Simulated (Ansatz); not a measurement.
Cr, 1 atom in the cell. The structure is cubic, space group Im-3m (No. 229). The conventional cell has a = 2.969 Å, b = 2.969 Å, c = 2.969 Å, α = 90.00°, β = 90.00°, γ = 90.00°. Cr (site symmetry m-3m) is surrounded by 8 Cr at 2.57 Å. 

```yaml
Program: Ansatz 0.2.0
Task: elastic constants
Functional: PBEsol
Potentials_or_basis: Ansatz PAW
Cutoff: "420 eV (not typed: the program's choice for these potentials)"
k_mesh: 10 × 10 × 10
Occupations: fermi-dirac, width 0.05 eV
Spin: collinear spin, ferromagnetic start
Starting_moments: "[3.0] μB"
Atoms_under_strain: clamped
```

Potentials or basis: Ansatz PAW.

Run with:

```sh
$ ansatz run input.yaml --threads 2 --pin off --max-ram 5632MiB --backend cpu --events-out ev --progress --plain --runs-dir out
```

Hardware: 2 threads of Arm Neoverse V2, with other jobs on the host.

Question: Estimate the wall time of this run.

Answer: Wall time 5 s on 2 threads of Arm Neoverse V2, with other jobs on the host, peak memory 0.3 GiB. Counts: scf iterations 26, plane waves 249, k points 47, bands 13.
